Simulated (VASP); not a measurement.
Here is the system:

```xyz
2
Lattice="0.0000 3.1160 3.1160 3.1160 0.0000 3.1160 3.1160 3.1160 0.0000" Properties=species:S:1:pos:R:3 pbc="T T T"
Al     0.0000     0.0000     0.0000
Sb     1.5580     1.5580     1.5580
```

Level of theory: Hartree-Fock, VASP's PBE PAW potentials (set 64) (plane waves; VASP). Settings: 520 eV cut-off, 6×6×6 Γ-centred mesh, Gaussian smearing of 0.050 eV, potentials Al Sb.

Unless said otherwise, spin-orbit coupling is left out, though it shifts the bands of the heavy elements here.

Problem. Estimate the energy per atom (σ→0), pressure, band gap (over the mesh, the named points and PBE's band edges) with the smallest direct gap where there is one.

Solution. 
```json
{
  "band gap (over the mesh, the named points and PBE's band edges)": "9.01 eV",
  "smallest direct gap (over the mesh, the named points and PBE's band edges)": "10.41 eV",
  "energy per atom (σ→0)": "-21933 meV/atom",
  "pressure": "-225.5 kbar"
}
```

The absolute energy has meaning only against runs of the same code, potentials and settings.

The compound is AlSb in the zinc blende structure. It was relaxed first.
